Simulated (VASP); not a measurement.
Set up this calculation in VASP 6.6.1, as the native input.

```
Task                   : Born charges and dielectric tensor
Functional             : PBEsol
Potentials or basis    : VASP PAW PBE potentials, release 64 (Zn, S)
Cutoff                 : 520 eV
k mesh                 : 8 × 8 × 5
Occupations            : fermi-dirac, width 0.05 eV
Spin                   : no spin polarisation
Further INCAR settings : ALGO = Normal; EDIFF = 1e-08; IBRION = 8
```

The structure of ZnS (Wurtzite-2H) lies in POSCAR:

```
ZnS
1.0
    3.8110000000      0.0000000000      0.0000000000
   -1.9055000000      3.3004228138      0.0000000000
    0.0000000000      0.0000000000      6.2340000000
Zn S
2 2
Direct
    0.6666666667      0.3333333333      0.5000000000
    0.3333333333      0.6666666667      0.0000000000
    0.6666666667      0.3333333333      0.8850000000
    0.3333333333      0.6666666667      0.3850000000
```

The input as run:

INCAR

```
SYSTEM = ZnS
  PREC = Accurate
  ENCUT = 520
  EDIFF = 1E-8
  ISMEAR = -1
  SIGMA = 0.05
  LREAL = .FALSE.
  LASPH = .TRUE.
  NELM = 100
  ALGO = Normal
  ISIF = 2
  LWAVE = .FALSE.
  LCHARG = .FALSE.
  GGA = PS
  LEPSILON = .TRUE.
  IBRION = 8
```

KPOINTS

```
regular mesh
0
G
  8 8 5
  0 0 0
```

Potentials or basis: VASP PAW PBE potentials, release 64 (Zn, S).

Run with:

```console
$ cat potpaw_PBE.64/Zn/POTCAR potpaw_PBE.64/S/POTCAR > POTCAR
$ mpirun -np 1 vasp_std > vasp.out
```

Results of the run:

The band gap on the k mesh is 2.12 eV, direct. The electronic dielectric tensor (diagonal) is 6.05, 6.05, 6.09 and the born charges (mean of the diagonal) is Zn +1.97; S -1.97 e. The highest phonon frequency at Γ, LO-TO splitting left out is 305 cm⁻¹.

It took 17 min on 1 thread of AMD EPYC 9R14 (Zen 4) (shared host), peak memory 0.65 GiB.
